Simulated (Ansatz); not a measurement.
# Which way does CdS + PbSe ⇌ CdSe + PbS run?

Plane-wave DFT in Ansatz with scalar-relativistic PAW potentials, cutoff 500 eV, Γ-centred meshes chosen by cell and gap, Gaussian smearing with energies taken to zero width. Every cell was relaxed (cell and atoms) in a run of its own, within the symmetry of its start. Functional: r2SCAN.

Total energies hold large constants for each element; a whole number of eV per atom of each element is taken off below, which cancels in a balanced reaction.

```csv
compound,lowest structure computed,structures tried,V (Å³/atom),gap on mesh (eV),"E (eV per formula unit, common shift removed)"
CdS,P6_3mc,3,25.39,1.63,-1.6151
PbSe,Fm-3m,3,29.49,0.67,-1.3328
CdSe,F-43m,2,28.84,1.04,-1.8360
PbS,R3m,3,26.69,0.71,-1.0033
```

Task: Work out the reaction energy at 0 K.

Result: ΔE = E(CdSe) + E(PbS) − E(CdS) − E(PbSe) = 0.109 eV, or 10 kJ per mole of reaction (27 meV/atom). The left side is lower: Cd takes S and Pb takes Se. All four are computed as solids; where they are solids at ordinary conditions entropy changes little. A lower structure that wasn't tried would shift the value, and mixed crystals may lie lower than either side. This functional puts CdSe lowest in F-43m, which isn't its usual phase at room temperature. This functional puts PbS lowest in R3m, which isn't its usual phase at room temperature.

Spin-orbit coupling is left out, which matters for the bands of heavy elements. For Tl, Pb and Bi spin-orbit coupling shifts energies too.